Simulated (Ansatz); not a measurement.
The parent structure is LaAlO3 in the cubic perovskite structure (space group Pm-3m, No. 221).

Space group Pm-3m (No. 221); a = b = c = 3.8124 Å, α = β = γ = 90.00°

```
atom  site  symmetry       x       y       z
----  ----  --------  ------  ------  ------
La      1a      m-3m  0.0000  0.0000  0.0000
Al      1b      m-3m  0.5000  0.5000  0.5000
O       3c    4/mm.m  0.0000  0.5000  0.5000
```

Computed with Kohn–Sham DFT with the PBE functional, run in Ansatz (a first-principles code) with PAW and 420 eV plane waves, no SOC.

For the base:

| Property | Value |
|---|---|
| Electron mass | 0.50, 0.71 mₑ (at Γ) |
| Volume per atom | 11.08 Å³ |

Now apply this change: a negative pressure, −2 GPa.

Problem. Estimate the effect on the electron mass.

Solution. The electron mass (degenerate bands, along [100]) goes from 0.50, 0.71 mₑ (at Γ) to 0.51, 0.72 mₑ (at Γ).

Problem. How does this affect the volume per atom?

Solution. The volume per atom goes up by 0.12 Å³ (11.08 Å³ → 11.20 Å³).

The levels and masses belong to the bands next to the band gap. Load acts through the strain it causes; cell and atoms are relaxed under it. Effective masses come from finite differences of ±0.01 Å⁻¹. Whether these cells are dynamically stable was not tested. Many cubic perovskites are stable only at high temperature; tilts and polar distortions were not tested.
